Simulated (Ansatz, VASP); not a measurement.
**One calculation of Tl, two programs**

```
Tl
1.0
    -1.94100    1.94100    1.94100
     1.94100   -1.94100    1.94100
     1.94100    1.94100   -1.94100
Tl
1
Direct
  0.00000 0.00000 0.00000
```

Alike in both runs: task single point; functional PBE; k mesh 6 × 6 × 6; occupations fermi-dirac, width 0.05 eV; no spin polarisation.

|  | VASP | Ansatz |
| --- | --- | --- |
| version | VASP 6.6.1 | Ansatz 0.2.0 |
| potentials or method | VASP PAW PBE potentials, release 64 (Tl_d), cutoff 520 eV | all-electron LAPW, scalar-relativistic |

Ansatz gave:

- pressure (GPa): 2.4

**Question.** What did VASP give for the same quantities?

**Answer.** Pressure (GPa): 2.3.

Ansatz ran all-electron here, so the differences hold the error of VASP's frozen core and of both bases.

Caveats: the k mesh is coarse (spacing up to 0.38 Å⁻¹), so the values aren't converged. The runs have no spin-orbit coupling, so splittings on Tl are missing.
